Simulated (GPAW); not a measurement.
# Sn (Fd-3m) in GPAW: a series of runs

The runs below take Sn through band structure, equation of state, with BEEF-vdW, PBEint, SOGGA.

Program: GPAW 26.7.0. These are calculated values, not measurements. Logs are shortened: lines on timing, memory, paths and dates and some standing lists are left out, and cuts for length are marked. The log counts tension as positive stress, the text compression.

## (1) The structure

The structure is cubic, space group Fd-3m (No. 227). The conventional cell has a = 6.467 Å, b = 6.467 Å, c = 6.467 Å, α = 90.00°, β = 90.00°, γ = 90.00°. Around Sn (site symmetry -43m) lie 4 Sn at 2.80 Å.

This isn't the form of Sn at room conditions, which is tetragonal (white tin).

## (2) Band structure, BEEF-vdW, spin-orbit coupling, no magnetisation

Contents of run.py:

```python
import numpy as np
from ase.dft.bandgap import bandgap
from ase.io import read, write
from gpaw import GPAW, PW
from gpaw.spinorbit import soc_eigenstates

atoms = read('POSCAR')

calc = GPAW(mode=PW(600),
            xc={'name': 'BEEF-vdW', 'backend': 'libvdwxc'},
            kpts={'size': (6, 6, 6), 'gamma': True},
            occupations={'name': 'fermi-dirac', 'width': 0.05},
            nbands=24,
            convergence={'density': 1e-05, 'energy': 1e-05},
            maxiter=150,
            txt='gpaw.txt')
atoms.calc = calc
energy = atoms.get_potential_energy()
forces = atoms.get_forces()
calc.write('gs.gpw')
write('result.traj', atoms)
print(f'Energy: {energy:.6f} eV')
print('Forces (eV/A):')
print(forces.round(4))
print('Fermi level:', round(calc.get_fermi_level(), 4), 'eV')
print(f'Gap: {bandgap(calc)[0]:.4f} eV, direct: {bandgap(calc, direct=True)[0]:.4f} eV')

path = atoms.cell.bandpath('GXWKGLUWLK,UX', npoints=100, eps=1e-4)
bs_calc = calc.fixed_density(kpts=path, symmetry='off', nbands=38,
                             convergence={'bands': 'CBM+6.0', 'eigenstates': 1e-6}, txt='bands.txt')
bs = bs_calc.band_structure()
bs.write('bs.json')
print(f'Gap on the path: {bandgap(bs_calc)[0]:.4f} eV')

soc = soc_eigenstates(bs_calc, theta=90, phi=45)
np.savetxt('soc_bands.dat', soc.eigenvalues(), fmt='%.4f')
mesh = soc_eigenstates('gs.gpw', theta=90, phi=45)
np.savetxt('soc_mesh.dat', mesh.eigenvalues(), fmt='%.4f')
print('Fermi level with spin-orbit coupling:', round(mesh.fermi_level, 4), 'eV')
```

Contents of POSCAR:

```
Sn
1.0
    0.0000000000      3.2333428000      3.2333428000
    3.2333428000      0.0000000000      3.2333428000
    3.2333428000      3.2333428000      0.0000000000
Sn
2
Direct
    0.7500000000      0.7500000000      0.7500000000
    0.5000000000      0.5000000000      0.5000000000
```

Potentials or basis: GPAW PAW data sets (gpaw-data 1.2.1), pw.

Started as:

```sh
$ OMP_NUM_THREADS=1 python run.py
```

gpaw.txt:

```text
__  _  _
 | _ |_)|_||  |
 |__||  | ||/\| - 26.7.0

Input parameters:
  mode=PW(ecut=600.0),
  convergence={'density': 1e-05, 'energy': 1e-05},
  kpts=MonkhorstPack(size=(6, 6, 6), gamma=True),
  maxiter=150,
  nbands=24,
  occupations=Occupations(name='fermi-dirac', width=0.05),
  xc=XC(name='BEEF-vdW', backend='libvdwxc')

Diagonalizing LCAO Hamiltonian
Converting LCAO to pw mode

            Sn

       Sn

Atoms  # Å, Bohr magnetons
|   | symbol |        x |        y |        z |    initial magnetic moments |
|---|--------|----------|----------|----------|-----------------------------|
| 0 |     Sn | 4.850014 | 4.850014 | 4.850014 | ( 0.0000,  0.0000,  0.0000) |
| 1 |     Sn | 3.233343 | 3.233343 | 3.233343 | ( 0.0000,  0.0000,  0.0000) |

Unit cell  # Å
| periodic |        x |        y |        z |  lengths |    angles |
|----------|----------|----------|----------|----------|-----------|
|      yes | 0.000000 | 3.233343 | 3.233343 | 4.572637 | 60.000000 |
|      yes | 3.233343 | 0.000000 | 3.233343 | 4.572637 | 60.000000 |
|      yes | 3.233343 | 3.233343 | 0.000000 | 4.572637 | 60.000000 |

Number of symmetries: 24
Symmetry operations  # r_c * U_cc + t_c -> r_c
|    | kind |            matrix            |
|----|------|------------------------------|
|  0 |  E   |  1, 0, 0,  0, 1, 0,  0, 0, 1 |
|  1 |  σ   |  1, 0, 0,  0, 0, 1,  0, 1, 0 |
|  2 |  σ   |  1, 0,-1,  0, 1,-1,  0, 0,-1 |
|  3 |  C3  |  1, 0,-1,  0, 0,-1,  0, 1,-1 |
|  4 |  C3  |  1,-1, 0,  0,-1, 1,  0,-1, 0 |
|  5 |  σ   |  1,-1, 0,  0,-1, 0,  0,-1, 1 |
|  6 |  σ   |  0, 1, 0,  1, 0, 0,  0, 0, 1 |
|  7 |  C3  |  0, 1, 0,  0, 0, 1,  1, 0, 0 |
|  8 |  C2  |  0, 1,-1,  1, 0,-1,  0, 0,-1 |
|  9 |  S4  |  0, 1,-1,  0, 0,-1,  1, 0,-1 |
| 10 |  C3  |  0, 0, 1,  1, 0, 0,  0, 1, 0 |
| 11 |  σ   |  0, 0, 1,  0, 1, 0,  1, 0, 0 |
| 12 |  S4  |  0, 0,-1,  1, 0,-1,  0, 1,-1 |
| 13 |  C3  |  0, 0,-1,  0, 1,-1,  1, 0,-1 |
| 14 |  S4  |  0,-1, 1,  1,-1, 0,  0,-1, 0 |
| 15 |  C2  |  0,-1, 1,  0,-1, 0,  1,-1, 0 |
| 16 |  C3  |  0,-1, 0,  1,-1, 0,  0,-1, 1 |
| 17 |  S4  |  0,-1, 0,  0,-1, 1,  1,-1, 0 |
| 18 |  S4  | -1, 1, 0, -1, 0, 1, -1, 0, 0 |
| 19 |  C3  | -1, 1, 0, -1, 0, 0, -1, 0, 1 |
| 20 |  C3  | -1, 0, 1, -1, 1, 0, -1, 0, 0 |
| 21 |  S4  | -1, 0, 1, -1, 0, 0, -1, 1, 0 |
| 22 |  σ   | -1, 0, 0, -1, 1, 0, -1, 0, 1 |
| 23 |  C2  | -1, 0, 0, -1, 0, 1, -1, 1, 0 |

BZ-sampling:
  Number of BZ points: 216
  Number of IBZ points: 16

  Monkhorst-Pack size: [6, 6, 6]
  Monkhorst-Pack shift: [0.08333333333333333, 0.08333333333333333, 0.08333333333333333]

K-points  # in reciprocal-cell coordinates
|     |                                coordinates |     weight |
|-----|--------------------------------------------|------------|
|   0 | (  0.00000000,   0.00000000,   0.00000000) | 0.00462963 |
|   1 | (  0.16666667,   0.16666667,   0.00000000) | 0.02777778 |
|   2 | (  0.16666667,   0.16666667,   0.16666667) | 0.03703704 |
|   3 | (  0.33333333,   0.16666667,   0.16666667) | 0.05555556 |
|   4 | (  0.33333333,   0.33333333,  -0.33333333) | 0.05555556 |
|   5 | (  0.33333333,   0.33333333,   0.00000000) | 0.02777778 |
|   6 | (  0.33333333,   0.33333333,   0.16666667) | 0.11111111 |
|   7 | (  0.33333333,   0.33333333,   0.33333333) | 0.03703704 |
|   8 | (  0.50000000,   0.33333333,  -0.33333333) | 0.11111111 |
|   9 | (  0.50000000,   0.33333333,  -0.16666667) | 0.05555556 |
| ... |                                            |            |
|  15 | (  0.50000000,   0.50000000,   0.50000000) | 0.01851852 |

Plane wave coefficients: 2285
Cutoff: 600.0 eV

Spin-components: 1 (collinear spins)
Bands:           24
Projectors:      12
Spin-degeneracy: 2
Datatype:        complex128

Parallelization:
  kpt:    1
  domain: 1
  band:   1

Density:
  Valence electrons: 28.0
  Components: 1
  Grid points: [27 27 27]
  Charge: 0.0  # |e|

Potential:
  Grid points: [27 27 27]

species:
  Sn:
    name:    Tin
    Z:       50.0
    valence: 14
    core:    36
    charge:  0.0  # [|e|]
    compensation charges:
      type: gauss
      rc: 0.38  # [Å]
      lmax: 2
    cutoffs:
      filter: 2.23  # [Å]
      core: 2.35  # [Å]
    projectors
    | kind |    occ | energy [eV] | rcut [Å] |
    |------|--------|-------------|----------|
    |   5s |  2.000 |     -10.538 |    1.201 |
    |   5p |  2.000 |      -3.696 |    1.270 |
    |   4d | 10.000 |     -25.845 |    1.185 |
    |    s |        |      16.674 |    1.201 |
    |    p |        |      23.515 |    1.270 |
    |    d |        |       1.367 |    1.185 |

    Using partial waves for Sn as LCAO basis

Reference energy: -336021.386614  # eV

eigensolver:
  PPCG
  Converge bands: occupied
  niter=2

density mixing:
  MSR1-Mixer
  Pratt-step length: 0.05
  Maximum mixing coefficient: 0.75
  Old densities: 10
  SVD Regularization: 0.005
  Good broyden scale: 1.0
  Trust region scale: 1.0
  Backstep threshold: 4.0
  History deletion threshold: 6.0
  Fourier metric: weight=20.0, sigma=0.015

occupation numbers:
  Fermi-Dirac:
    width: 0.0500  # eV

poisson solver:
  ecut: 4800.0  # eV

xc functional:
  name: vdW-BEEF with libvdwxc
  Mode: serial
  Semilocal: BEEVDW with 2 nearest neighbor stencil
  Corresponding non-local functional: vdW-DF2
  Local blocksize: 54 x 54 x 54
  PAW datasets: PBE

convergence criteria:
- Maximum integral of absolute [dens]ity change: 1e-05 electrons / valence electron
- Maximum [total energy] change in last 3 cyles: 1e-05 eV / valence electron
- Maximum integral of absolute [eigenst]ate change: 4e-08 eV^2 / valence electron
maximum number of iterations: 150

SCF iterations
|iter     | |      energy | eigst |  dens |
|---------|-|-------------|-------|-------|
|iter:   1| | -326.895389 | +0.12 |       |
|iter:   2| | -326.903545 | -2.46 | -1.45 |
|iter:   3| | -326.915711 | -2.32 | -1.48 |
|iter:   4| | -326.922845 | -2.99 | -2.02 |
|iter:   5| | -326.923640 | -4.37 | -2.64 |
|iter:   6| | -326.923706 | -5.58 | -3.24 |
|iter:   7| | -326.923707c| -7.05 | -4.05 |
|iter:   8| | -326.923707c| -8.07c| -4.54 |
|iter:   9| | -326.923707c| -8.19c| -5.32c|

Converged in 9 steps
Energy contributions relative to reference atoms: (reference = -336021.386614)

Energy contributions:
  Kinetic:          61.761937
  Coulomb:         -57.223013
  Zero:             -0.047468
  External:          0.000000
  Xc:             -331.414074
  Entropy:          -0.002178
  Spinorbit:         0.000000
  ----------------------------
  Free energy:    -326.924796
  Extrapolated:   -326.923707

dipole moment: (4.471931, 4.471931, 4.471931)  # |e|*Ang

Fermi level: 5.028
Eigenvalues  # (at kpt = [0.000, 0.000, 0.000])
| band index |      eig [eV] | occ [0-2] |
|------------|---------------|-----------|
|          0 |       -17.287 |     2.000 |
|        ... |               |           |
|          4 |       -17.233 |     2.000 |
|          5 |       -16.928 |     2.000 |
|          6 |       -16.928 |     2.000 |
|          7 |       -16.928 |     2.000 |
|          8 |       -16.925 |     2.000 |
|          9 |       -16.925 |     2.000 |
[... 8 lines left out ...]
|         18 |        10.098 |     0.000 |
|         19 |        12.954 |     0.000 |
|        ... |               |           |
|         23 |        13.381 |     0.000 |

No gap
No difference between direct/indirect transitions

Forces  # eV/Ang
|       x |        y |        z |
|---------|----------|----------|
| 0.00000 | -0.00000 |  0.00000 |  # Sn   0
| 0.00000 |  0.00000 | -0.00000 |  # Sn   1

# Writing to gs.gpw (mode='')
```

Wall time 88 s (1 thread of Arm Neoverse V2, shared host); peak memory 0.44 GiB.

What came out:

```yaml
Free_energy: -326.9248 eV
Band_gap_along_the_path: none (metal or under the smearing width)
```

Levels at the corners of the path, in eV from the Fermi level:
```
point  band 25  band 26  band 27  band 28  band 29  band 30  band 31  band 32
    Γ    -0.44    -0.44     0.30     0.30     0.30     0.30     1.78     1.78
    X    -2.52    -2.52    -2.52    -2.52     0.81     0.81     0.81     0.81
    W    -3.20    -3.20    -3.00    -3.00     3.26     3.26     3.61     3.61
    K    -3.44    -3.44    -2.15    -2.15     1.09     1.09     3.37     3.37
    Γ    -0.44    -0.44     0.30     0.30     0.30     0.30     1.78     1.78
    L    -1.40    -1.40    -0.93    -0.93     0.04     0.04     3.09     3.09
    U    -3.44    -3.44    -2.15    -2.15     1.09     1.09     3.37     3.37
    W    -3.20    -3.20    -3.00    -3.00     3.26     3.26     3.61     3.61
    L    -1.40    -1.40    -0.93    -0.93     0.04     0.04     3.09     3.09
    K    -3.44    -3.44    -2.15    -2.15     1.09     1.09     3.37     3.37
    U    -3.44    -3.44    -2.15    -2.15     1.09     1.09     3.37     3.37
    X    -2.52    -2.52    -2.52    -2.52     0.81     0.81     0.81     0.81
```

Caveat: spin-orbit coupling was added after a scalar SCF, so levels and gaps hold it while energy, forces, pressure and moments don't; this program's spin-orbit splittings come out too wide for heavy elements; the PAW data sets were made with another functional, which shifts forces and pressure a little.

## (3) Equation of state, PBEint

Contents of run.py:

```python
from ase import Atoms
from ase.eos import EquationOfState
from ase.io import Trajectory
from ase.units import GPa
from gpaw import GPAW, PW, setup_paths

setup_paths.insert(0, '.')

atoms = Atoms(['Sn', 'Sn'],
              cell=[[0.0, 3.2333428, 3.2333428],
                    [3.2333428, 0.0, 3.2333428],
                    [3.2333428, 3.2333428, 0.0]],
              scaled_positions=[[0.75, 0.75, 0.75],
                                [0.5, 0.5, 0.5]],
              pbc=True)

traj = Trajectory('eos.traj', 'w')
volumes, energies = [], []
for x in [0.94, 0.96, 0.98, 1.0, 1.02, 1.04, 1.06]:
    a = atoms.copy()
    a.set_cell(atoms.cell * x**(1 / 3), scale_atoms=True)
    calc = GPAW(mode=PW(600),
                xc='GGA_X_PBEINT+GGA_C_PBEINT',
                kpts={'size': (6, 6, 6), 'gamma': True},
                occupations={'name': 'fermi-dirac', 'width': 0.05},
                nbands=24,
                convergence={'density': 1e-05, 'energy': 1e-05},
                maxiter=150,
                txt=f'eos-{x:.2f}.txt')
    a.calc = calc
    energies.append(a.get_potential_energy(force_consistent=True))
    volumes.append(a.get_volume())
    p = -a.get_stress()[:3].mean() / GPa
    calc.write(f'eos-{x:.2f}.gpw')
    traj.write(a)
    print(f'{x:.2f} {volumes[-1]:10.4f} A^3 {energies[-1]:14.6f} eV {p:9.3f} GPa', flush=True)

v0, e0, B = EquationOfState(volumes, energies, eos='birchmurnaghan').fit()
print(f'V0 = {v0:.4f} A^3, E0 = {e0:.6f} eV, B0 = {B / GPa:.2f} GPa')
```

Potentials or basis: PAW data sets generated in the run's folder for this functional, pw.

Started as:

```sh
$ gpaw-setup -f GGA_X_PBEINT+GGA_C_PBEINT Sn
$ OMP_NUM_THREADS=1 python run.py
```

It took 99 s on 1 thread of Arm Neoverse V2, shared host; peak memory 0.24 GiB.

The run converged. Its results:

```
Equilibrium volume                      : 35.35 Å³/atom
Bulk modulus                            : 40 GPa
Pressure derivative of the bulk modulus : 4.7
```

Energy against volume, from the lowest point:
```csv
volume (Å³/atom),energy (meV/atom)
31.775,55.79
32.451,35.20
33.127,19.85
33.803,9.18
34.479,2.71
35.155,0.00
35.831,0.65
```

## (4) Band structure, SOGGA, spin-orbit coupling, no magnetisation

Contents of run.py:

```python
import numpy as np
from ase.dft.bandgap import bandgap
from ase.io import write
from ase.spacegroup import crystal
from ase.units import GPa
from gpaw import GPAW, PW, setup_paths
from gpaw.spinorbit import soc_eigenstates

setup_paths.insert(0, '.')

# Sn 8a
atoms = crystal(['Sn'],
                basis=[[0.25, 0.25, 0.25]],
                spacegroup=227, setting=1,  # Fd-3m
                cellpar=[6.4666856, 6.4666856, 6.4666856, 90.0, 90.0, 90.0],
                primitive_cell=True)

calc = GPAW(mode=PW(600),
            xc='GGA_X_SOGGA+GGA_C_PBE_SOL',
            kpts={'size': (6, 6, 6), 'gamma': True},
            occupations={'name': 'fermi-dirac', 'width': 0.05},
            nbands=24,
            convergence={'density': 1e-05, 'energy': 1e-05},
            maxiter=150,
            txt='gpaw.txt')
atoms.calc = calc
energy = atoms.get_potential_energy()
forces = atoms.get_forces()
stress = atoms.get_stress()
calc.write('gs.gpw')
write('result.traj', atoms)
print(f'Energy: {energy:.6f} eV')
print('Forces (eV/A):')
print(forces.round(4))
print('Stress (GPa):', (stress / GPa).round(3))
print('Fermi level:', round(calc.get_fermi_level(), 4), 'eV')
print(f'Gap: {bandgap(calc)[0]:.4f} eV, direct: {bandgap(calc, direct=True)[0]:.4f} eV')

path = atoms.cell.bandpath('GXWKGLUWLK,UX', npoints=60, eps=1e-4)
bs_calc = calc.fixed_density(kpts=path, symmetry='off', nbands=38,
                             convergence={'bands': 'CBM+6.0', 'eigenstates': 1e-6}, txt='bands.txt')
bs = bs_calc.band_structure()
bs.write('bs.json')
print(f'Gap on the path: {bandgap(bs_calc)[0]:.4f} eV')

soc = soc_eigenstates(bs_calc, theta=54.7, phi=45)
np.savetxt('soc_bands.dat', soc.eigenvalues(), fmt='%.4f')
mesh = soc_eigenstates('gs.gpw', theta=54.7, phi=45)
np.savetxt('soc_mesh.dat', mesh.eigenvalues(), fmt='%.4f')
print('Fermi level with spin-orbit coupling:', round(mesh.fermi_level, 4), 'eV')
```

Started as:

```sh
$ gpaw-setup -f GGA_X_SOGGA+GGA_C_PBE_SOL Sn
$ OMP_NUM_THREADS=1 python run.py
```

Run time: 63 s. Hardware: 1 thread of Arm Neoverse V2, shared host; peak memory 0.33 GiB.

Results (log left out):

* Free energy: -8.9374 eV
* Pressure: 1.2 GPa
* Band gap along the path: none (metal or under the smearing width)

Levels at the corners of the path, in eV from the Fermi level:
| point | band 25 | band 26 | band 27 | band 28 | band 29 | band 30 | band 31 | band 32 |
| --- | --- | --- | --- | --- | --- | --- | --- | --- |
| Γ | -0.38 | -0.38 | 0.37 | 0.37 | 0.37 | 0.37 | 1.83 | 1.83 |
| X | -2.48 | -2.48 | -2.48 | -2.48 | 0.79 | 0.79 | 0.79 | 0.79 |
| W | -3.18 | -3.18 | -2.98 | -2.98 | 3.27 | 3.27 | 3.62 | 3.62 |
| K | -3.42 | -3.42 | -2.11 | -2.11 | 1.08 | 1.08 | 3.37 | 3.37 |
| Γ | -0.38 | -0.38 | 0.37 | 0.37 | 0.37 | 0.37 | 1.83 | 1.83 |
| L | -1.35 | -1.35 | -0.87 | -0.87 | 0.00 | 0.00 | 3.13 | 3.13 |
| U | -3.42 | -3.42 | -2.11 | -2.11 | 1.08 | 1.08 | 3.37 | 3.37 |
| W | -3.18 | -3.18 | -2.98 | -2.98 | 3.27 | 3.27 | 3.62 | 3.62 |
| L | -1.35 | -1.35 | -0.87 | -0.87 | 0.00 | 0.00 | 3.13 | 3.13 |
| K | -3.42 | -3.42 | -2.11 | -2.11 | 1.08 | 1.08 | 3.37 | 3.37 |
| U | -3.42 | -3.42 | -2.11 | -2.11 | 1.08 | 1.08 | 3.37 | 3.37 |
| X | -2.48 | -2.48 | -2.48 | -2.48 | 0.79 | 0.79 | 0.79 | 0.79 |

Caveat: spin-orbit coupling was added after a scalar SCF, so levels and gaps hold it while energy, forces, pressure and moments don't; this program's spin-orbit splittings come out too wide for heavy elements.
